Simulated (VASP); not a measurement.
# Sb in VASP: single point with PBE+D3(BJ)

Aim: the single point of Sb with PBE+D3(BJ).

Program: VASP 6.6.1. These are calculated values, not measurements. Logs are shortened: lines on timing, memory, paths and dates and some standing lists are left out, and cuts for length are marked.

## 1. The structure

The cell holds a slab with vacuum, 2 atoms: a = 4.069 Å, b = 4.069 Å, c = 20.530 Å, α = 90.00°, β = 90.00°, γ = 120.00°.

The cell was built by a generator and needn't be a form met in nature.

## 2. Single point, PBE+D3(BJ)

File INCAR:

```
SYSTEM = Sb
PREC = Accurate ; ENCUT = 520
EDIFF = 1E-7 ; ISMEAR = 0
SIGMA = 0.04 ; LREAL = .False.
LASPH = .True. ; NELM = 100
ALGO = Fast ; ISIF = 2
LWAVE = .False. ; LCHARG = .False.
LDIPOL = .True. ; IDIPOL = 3
DIPOL = 0.5 0.5 0.591 ; GGA = PE
IVDW = 12 ; NBANDS = 12
```

File KPOINTS:

```
regular mesh
0
Gamma
  12 12 1
  0 0 0
```

File POSCAR:

```
Sb
1.0
    4.0685005494      0.0000000000      0.0000000000
   -2.0342502747      3.5234248311      0.0000000000
    0.0000000000      0.0000000000     20.5300000000
Sb
2
Direct
    0.3333333333      0.6666666667      0.5509961463
    0.6666666667      0.3333333333      0.6317519021
```

Potentials or basis: VASP PAW PBE potentials, release 64 (Sb).

Run with:

```
$ cat potpaw_PBE.64/Sb/POTCAR > POTCAR
$ mpirun -np 1 vasp_std > vasp.out
```

OUTCAR:

```text
SYSTEM = Sb
   PREC = Accurate
   ENCUT = 520
   EDIFF = 1E-7
   ISMEAR = 0
   LREAL = .False.
   LASPH = .True.
   NELM = 100
   ISIF = 2
   GGA = PE
   IVDW = 12
 IVDW          = 12

 ion  position               nearest neighbor table
   1  0.333  0.667  0.551-   2 2.88   2 2.88   2 2.88
   2  0.667  0.333  0.632-   1 2.88   1 2.88   1 2.88

  LATTYP: Found a hexagonal cell.
 ALAT       =     4.0685005494
 C/A-ratio  =     5.0460850996

  Lattice vectors:

 A1 = (   4.0685005494,   0.0000000000,   0.0000000000)
 A2 = (  -2.0342502747,   3.5234248311,   0.0000000000)
 A3 = (   0.0000000000,   0.0000000000,  20.5300000000)

Analysis of symmetry for initial positions (statically):
=====================================================================
 Subroutine PRICEL returns:
 Original cell was already a primitive cell.

 Routine SETGRP: Setting up the symmetry group for a
 hexagonal supercell.

 Subroutine GETGRP returns: Found 12 space group operations
 (whereof  6 operations were pure point group operations)
 out of a pool of 24 trial point group operations.

The static configuration has the point symmetry C_3v.
 The point group associated with its full space group is D_3d.

Analysis of symmetry for dynamics (positions and initial velocities):
=====================================================================
 Subroutine PRICEL returns:
 Original cell was already a primitive cell.

 Routine SETGRP: Setting up the symmetry group for a
 hexagonal supercell.

 Subroutine GETGRP returns: Found 12 space group operations
 (whereof  6 operations were pure point group operations)
 out of a pool of 24 trial point group operations.

The dynamic configuration has the point symmetry C_3v.
 The point group associated with its full space group is D_3d.

 Subroutine INISYM returns: Found 12 space group operations
 (whereof  6 operations are pure point group operations),
 and found     1 'primitive' translations

----------------------------------------------------------------------------------------

                                     Primitive cell

  volume of cell :     294.2987

  direct lattice vectors                    reciprocal lattice vectors
     4.068500549  0.000000000  0.000000000     0.245790799  0.141907384  0.000000000
    -2.034250275  3.523424831  0.000000000     0.000000000  0.283814768  0.000000000
     0.000000000  0.000000000 20.530000000     0.000000000  0.000000000  0.048709206

  length of vectors
     4.068500549  4.068500549 20.530000000     0.283814768  0.283814768  0.048709206

[... 92 lines left out ...]
   IMIX   =      4    mixing-type and parameters
     AMIX     =   0.40;   BMIX     =  1.00
     AMIX_MAG =   1.60;   BMIX_MAG =  1.00
  volume/ion in A,a.u.               =     147.15       993.01
  Fermi-wavevector in a.u.,A,eV,Ry     =   0.530248  1.002023  3.825448  0.281163
  Thomas-Fermi vector in A             =   1.552720
   LORBIT       =      0    0 simple, 1 ext, 2 COOP (PROOUT), +10 PAW based schemes
   GGA     = PE    functional components
   LHFCALC =     F    Hartree Fock is set to
   AEXX    =    0.0000 exact exchange contribution
   IVDW    =    12    specifies the selected vdW correction
   LEPSILON=     F    determine dielectric tensor
   LRPA    =     F    only Hartree local field effects (RPA)
 non-spin polarized calculation
 RMM-DIIS sequential band-by-band and
 Gauss-broadening in eV      SIGMA  =   0.04
  energy-cutoff  :      520.00
  volume of cell :      294.30
 maximum number of plane-waves:      7979
   NGX = 15   NGY = 15   NGZ = 77

 dipolmoment           0.000000      0.000000      0.000001 electrons x Angstroem

 number of electron      10.0000000 magnetization

 dipolmoment           0.000000      0.000000     -0.000000 electrons x Angstroem

 Free energy of the ion-electron system (eV)
  ---------------------------------------------------
  ext. energy  EPLUGINS =         0.00000000
  ---------------------------------------------------
  free energy    TOTEN  =        -8.10133867 eV

  energy without entropy =       -8.10133867  energy(sigma->0) =       -8.10133867

 E-fermi :  -2.1767     XC(G=0):  -2.6455

 val. band max:       -2.3682379163   @ k =   0.0000   0.0000   0.0000
 cond. band min:      -1.2057616412   @ k =   0.3333  -0.0000   0.0000
 fundamental gap:      1.1624762752
 Fermi energy:        -2.1766567869

 k-point     1 :       0.0000    0.0000    0.0000
  band No.  band energies     occupation
      1     -13.8634      2.00000
      2      -8.8339      2.00000
      3      -3.1718      2.00000
      4      -2.3682      2.00000
      5      -2.3682      2.00000
      6      -0.7384      0.00000
      7       0.4122      0.00000
      8       0.4122      0.00000
      9       1.8035      0.00000
     10       2.0331      0.00000
     11       2.8181      0.00000
     12       3.3467      0.00000
[... 256 lines left out ...]
 k-point    19 :       0.3333    0.3333    0.0000
  band No.  band energies     occupation
      1     -10.9610      2.00000
      2     -10.9610      2.00000
      3      -6.0536      2.00000
      4      -4.3051      2.00000
      5      -4.3051      2.00000
      6      -1.0501      0.00000
      7       1.1088      0.00000
      8       1.1088      0.00000
      9       4.1295      0.00000
     10       4.9403      0.00000
     11       4.9404      0.00000
     12       5.4037      0.00000

------------------------ aborting loop because EDIFF is reached ----------------------------------------

 vacuum level on the upper side and lower side of the slab       (xc-potential included)        -0.082        -0.082

 Edisp (eV)   -0.47347

 E8    (eV) :    -0.2354

  FORCE on cell =-STRESS in cart. coord.  units (eV):
  Direction    XX          YY          ZZ          XY          YZ          ZX
  --------------------------------------------------------------------------------------
  -------------------------------------------------------------------------------------
  Total      -0.03292    -0.03292     0.02059     0.00000    -0.00000    -0.00000
  in kB      -0.17923    -0.17923     0.11207     0.00000    -0.00000    -0.00000
  external pressure =       -0.08 kB  Pullay stress =        0.00 kB

 VOLUME and BASIS-vectors are now :
 -----------------------------------------------------------------------------
  energy-cutoff  :      520.00
  volume of cell :      294.30
      direct lattice vectors                 reciprocal lattice vectors
     4.068500549  0.000000000  0.000000000     0.245790799  0.141907384  0.000000000
    -2.034250275  3.523424831  0.000000000     0.000000000  0.283814768  0.000000000
     0.000000000  0.000000000 20.530000000     0.000000000  0.000000000  0.048709206

 POSITION                                       TOTAL-FORCE (eV/Angst)
 -----------------------------------------------------------------------------------
     -0.00000      2.34895     11.31195         0.000000      0.000000     -0.015440
      2.03425      1.17447     12.96987        -0.000000      0.000000      0.015440
 -----------------------------------------------------------------------------------
    total drift:                               -0.000000      0.000000     -0.000005

  FREE ENERGIE OF THE ION-ELECTRON SYSTEM (eV)
  ---------------------------------------------------
  free  energy   TOTEN  =        -8.5748048618 eV

  energy  without entropy=       -8.5748048618  energy(sigma->0) =       -8.57480486

 vacuum level on the upper side and lower side of the slab         2.295         2.296
```

It took 1.8 min on 1 thread of Intel Xeon Platinum 8488C (Sapphire Rapids), shared host; peak memory 0.39 GiB.

Results:

* Free energy: -8.5748 eV
* Largest force: 0.015 eV/Å
* Band gap on the k mesh: 1.16 eV, indirect (least direct gap 1.63 eV)
* Dispersion energy per atom: -0.237 eV

Forces on the atoms (eV/Å):
```
Sb   0.000  0.000 -0.015
Sb   0.000  0.000  0.015
```

Levels at points of the mesh, in eV from the valence-band top:
```csv
k point,band 1,band 2,band 3,band 4,band 5,band 6,band 7,band 8,band 9,band 10
"(0.00, 0.00, 0.00)",-11.50,-6.47,-0.80,0.00,0.00,1.63,2.78,2.78,4.17,4.40
"(0.50, 0.00, 0.00)",-9.50,-7.90,-3.11,-1.63,-1.62,1.57,2.28,3.49,4.92,6.74
```

Caveat: spin-orbit coupling is left out, which moves the levels of the heavy elements.
